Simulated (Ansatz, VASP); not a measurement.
**One calculation of Cu, two programs**

File INCAR:

```
ALGO     = Normal         # electronic algorithm
EDIFF    = 1E-6           # SCF threshold, eV
ENCUT    = 520            # plane-wave cutoff, eV
GGA      = PE             # functional
ISIF     = 2              # what is computed and relaxed
ISMEAR   = 0              # smearing method
LASPH    = T              # aspherical terms in the spheres
LCHARG   = T              # write CHGCAR
LELF     = T              # ELF
LREAL    = F              # projectors in reciprocal space
LVHAR    = T            
LWAVE    = F              # write WAVECAR
NBANDS   = 12             # bands
NELM     = 100            # most SCF steps
PREC     = Accurate       # precision mode
SIGMA    = 0.1            # smearing width, eV
```

Contents of KPOINTS:

```
k-points
0
Gamma
  20 20 20
```

The input POSCAR:

```
Cu
1.0
    0.0000000000      1.7843459250      1.7843459250
    1.7843459250      0.0000000000      1.7843459250
    1.7843459250      1.7843459250      0.0000000000
Cu
1
Direct
    0.0000000000      0.0000000000      0.0000000000
```

Input for Ansatz:

```yaml
crystal:
  lattice:
    - [0.0, 1.784345925, 1.784345925]
    - [1.784345925, 0.0, 1.784345925]
    - [1.784345925, 1.784345925, 0.0]
  atoms:
    - { symbol: Cu, position: [0.0, 0.0, 0.0] }
basis:
  ecutwfc: 420
kpoints:
  mp_grid: { grid: [20, 20, 20] }
hamiltonian:
  xc: pbe
scf:
  occupations: { method: gaussian, width: 0.1 }
output:
  forces: true
  stress: true
  eigenvalues: true
```

Alike in both runs: task single point; functional PBE; k mesh 20 × 20 × 20; occupations gaussian, width 0.1 eV; no spin polarisation.

|  | VASP | Ansatz |
| --- | --- | --- |
| version | VASP 6.6.1 | Ansatz 0.2.0 |
| potentials or method | VASP PAW PBE potentials, release 64 (Cu) | scalar-relativistic, plane waves, PAW |
| plane-wave cutoff (eV) | 520 | 420 |
| valence electrons in the cell | 11 | 19 |

Ansatz gave:

| Property | Result |
| --- | --- |
| gap on the k mesh at the Fermi level (eV) | none |
| pressure (GPa) | 8.2 |

What did VASP give for the same quantities?

gap on the k mesh at the Fermi level (eV): none; pressure (GPa): 8.7.

A gap of «none» marks a metal or a gap that the smearing closes. The two sets of potentials don't hold the same shells in valence.
